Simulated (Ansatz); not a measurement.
## Ru under changes of volume

One of the cells (13.575 Å³/atom); the others are scaled copies at fixed shape and fractional positions:

```xyz
2
Lattice="2.7058 0.0000 0.0000 -1.3529 2.3433 0.0000 0.0000 0.0000 4.2819" Properties=species:S:1:pos:R:3 pbc="T T T"
Ru    1.3529    0.7811    3.2114
Ru    0.0000    1.5622    1.0705
```

- Program: Ansatz 0.2.0
- Functional: r2SCAN
- Potentials or basis: Ansatz PAW
- Cutoff: 500 eV (not typed: the program's choice for these potentials)
- k mesh: 11 × 11 × 6
- Occupations: fermi-dirac, width 0.05 eV
- Spin: no spin polarisation

| volume (Å³/atom) | energy over the lowest point (meV/atom) | pressure (GPa) |
| --- | --- | --- |
| 12.760 | 45.79 | 21.5 |
| 13.032 | 16.99 | 12.8 |
| 13.303 | ? | ? |
| 13.575 | 0.00 | -2.0 |
| 13.846 | 8.88 | -8.2 |
| 14.118 | 27.66 | -13.7 |
| 14.389 | 55.23 | -18.6 |

Task: What does the run at 13.303 Å³/atom give?

Result: Energy over the lowest point 2.24 meV/atom; pressure 4.9 GPa.

Worked out: A Birch-Murnaghan fit of order 3 (a polynomial in V^(-2/3)) to the other rows has its minimum at 13.49 Å³/atom with B0 = V·E''(V) = 338 GPa and B' = 4.7 at fixed shape and positions, which overstates the stiffness. It gives 2.27 meV/atom at 13.303 Å³/atom, against the run's 2.24, and -dE/dV = 4.9 GPa, against 4.9.

Energies are extrapolated to zero smearing.

Caveats: the PAW data sets come from PBE, with cores solved anew for the run's functional, which leaves a small shift of forces and pressure.
